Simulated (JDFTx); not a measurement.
Hf:

```
Hf
1.0
     3.19670    0.00000    0.00000
    -1.59835    2.76842    0.00000
     0.00000    0.00000    5.05780
Hf
2
Direct
  0.66667 0.33333 0.75000
  0.33333 0.66667 0.25000
```

| Item | Value |
| --- | --- |
| Program | JDFTx 1.7.0 (patched build) |
| Task | relaxation of cell and atoms |
| Functional | PBE |
| Dispersion | D3 |
| Potentials or basis | PseudoDojo-SR-PBE-0.5-standard |
| Cutoff | 789 eV |
| Density cutoff | 6313 eV |
| k mesh | 10 × 10 × 5 |
| Occupations | fermi-dirac, width 0.05 eV |
| Spin | no spin polarisation |

At the start: pressure -2.9 GPa; volume 22.38 Å³/atom.

How do energy, volume and symmetry change on relaxing?

Over 5 steps the energy falls by 5.3 meV/atom and the volume is 21.79 Å³/atom (-2.6 %); space group P6_3/mmc (No. 194, to 0.05 Å).

The path:
| step | energy change (eV) | largest force (eV/Å) | pressure (GPa) | volume (Å³) |
| --- | --- | --- | --- | --- |
| 1 | 0.0000 | 0.0000 | -2.85 | 44.76 |
| 2 | -0.0042 | 0.0000 | -2.24 | 44.50 |
| 3 | -0.0106 | 0.0000 | -0.03 | 43.60 |
| 4 | -0.0106 | 0.0000 | 0.02 | 43.59 |
| 5 | -0.0106 | 0.0000 | 0.01 | 43.59 |

Final structure:
```yaml
crystal:
  lattice:
    - [3.16936, 0.00000, 0.00000]
    - [-1.58468, 2.74475, 0.00000]
    - [0.00000, 0.00000, 5.01076]
  atoms:
    - { symbol: Hf, position: [0.66667, 0.33333, 0.75000] }
    - { symbol: Hf, position: [0.33333, 0.66667, 0.25000] }
```

Caveat: pairwise dispersion overbinds metals, which lowers pressure and volume.
